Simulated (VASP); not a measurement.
Write the native input for VASP 6.6.1 that does the following.

* Task: single point
* Functional: PBEsol
* Potentials or basis: VASP PAW PBE potentials, release 64 (N)
* Cutoff: 520 eV
* k mesh: 1 × 1 × 1
* Occupations: fermi-dirac, width 0.05 eV
* Spin: no spin polarisation
* Dipole correction: no
* Further INCAR settings: LREAL = Auto; ALGO = Fast; EDIFF = 1e-06; NBANDS = 78

The structure of N lies in POSCAR:

```
N
1.0
    8.8620950000      0.0000000000      0.0000000000
    0.0000000000      8.8620950000      0.0000000000
    0.0000000000      0.0000000000      8.8620950000
N
24
Direct
    0.0175917771      0.3104344966      0.3040815970
    0.0649282139      0.3851910863      0.2203316484
    0.4760048273      0.1268774483      0.8518866024
    0.4933257881      0.0596021595      0.9570197566
    0.3769537564      0.8665671041      0.3216733741
    0.3543970133      0.9779741698      0.2652645904
    0.6369599965      0.5508968252      0.5860916634
    0.6135908044      0.6696384997      0.6171227007
    0.7879739497      1.1063185398      0.1646111896
    0.8991101991      1.0572782169      0.1870663765
    0.3781498619      0.7249301661      0.8410088134
    0.3800794282      0.7069660165      0.9657084470
    1.0701871284      0.7408744772      0.3038107806
    1.0217222903      0.7361239075      0.4156015028
    0.1532481879      0.2786699985      0.8872958369
    0.0678056374      0.3081325578      0.8037828527
    0.7565479720      0.0719807224      0.6173145289
    0.7239146048     -0.0074023129      0.5302696484
    0.7532981761      0.5108837132      0.0114532737
    0.7350744942      0.5830562638      0.1099739960
    1.0074254451      0.7298951320      0.8790472230
    0.9808515932      0.8048548340      0.7879175297
    0.3500526681      0.4225186031      0.4855398187
    0.3790300149      0.3033932721      0.4794690195
```

The cell was built by a generator and needn't be a form met in nature.

The input as run:

INCAR

```
SYSTEM = N
PREC = Accurate
ENCUT = 520
EDIFF = 1E-6
ISMEAR = -1
SIGMA = 0.05
LREAL = Auto
LASPH = .TRUE.
NELM = 100
ALGO = Fast
ISIF = 2
LWAVE = .FALSE.
LCHARG = .TRUE.
GGA = PS
LELF = .TRUE.
LVHAR = .TRUE.
NBANDS = 78
```

KPOINTS

```
Automatic mesh
0
G
  1 1 1
  0 0 0
```

Potentials or basis: VASP PAW PBE potentials, release 64 (N).

Command:

```bash
$ cat potpaw_PBE.64/N/POTCAR > POTCAR
$ mpirun -np 1 vasp_gam > vasp.out
```

It gave:

```json
{
  "Pressure": "2.9 GPa",
  "Largest force": "7.085 eV/Å",
  "Band gap on the k mesh": "7.28 eV, direct"
}
```

Caveat: the standard files for N, O and F lose accuracy on very short bonds; the PAW data sets were made with another functional, which shifts forces and pressure a little.

It took 57 s on 1 thread of AMD EPYC 9R45 96-Core Processor (Zen 5), with other jobs on the host, peak memory 0.63 GiB.
